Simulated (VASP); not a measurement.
A run of VASP 6.6.1:

Contents of INCAR:

```
SYSTEM = WS2
PREC = Accurate ; ENCUT = 600
EDIFF = 1E-7 ; ISMEAR = 0
SIGMA = 0.03 ; LREAL = .False.
LASPH = .True. ; NELM = 80
ALGO = Normal ; ISIF = 3
LWAVE = .False. ; LCHARG = .False.
GGA = PE ; IVDW = 12
IBRION = 2 ; NSW = 90
EDIFFG = -0.005 ; KPAR = 4
```

KPOINTS

```
regular mesh
0
Gamma
  12 12 3
  0 0 0
```

File POSCAR:

```
WS2                                     
1.0
    3.1550967595     -0.0000000000     -0.0000000000
   -1.5775483798      2.7323939451      0.0000000000
   -0.0000000000      0.0000000000     12.1413678055
  W               S             
     2     4
Direct
     0.3333333332999970    0.6666666667000030    0.2500000000000000
     0.6666666667000030    0.3333333332999970    0.7500000000000000
     0.3333333332999970    0.6666666667000030    0.6203170821198051
     0.6666666667000030    0.3333333332999970    0.1203170821198051
     0.3333333332999970    0.6666666667000030    0.8796829178801949
     0.6666666667000030    0.3333333332999970    0.3796829178801949
```

Potentials or basis: VASP PAW PBE potentials, release 64 (W_sv, S).

The run is started by

```sh
$ cat potpaw_PBE.64/W_sv/POTCAR potpaw_PBE.64/S/POTCAR > POTCAR
$ mpirun -np 4 vasp_std > vasp.out
```

Hardware: 4 MPI ranks on Intel(R) Xeon(R) 6975P-C (Granite Rapids), with other jobs on the host.

Problem. How long does it take, and how much memory?

Solution. It took 95 s on 4 MPI ranks on Intel(R) Xeon(R) 6975P-C (Granite Rapids), on a shared host, peak memory 0.36 GiB a rank. Counts: scf iterations 43, k points 38, ion steps 6.
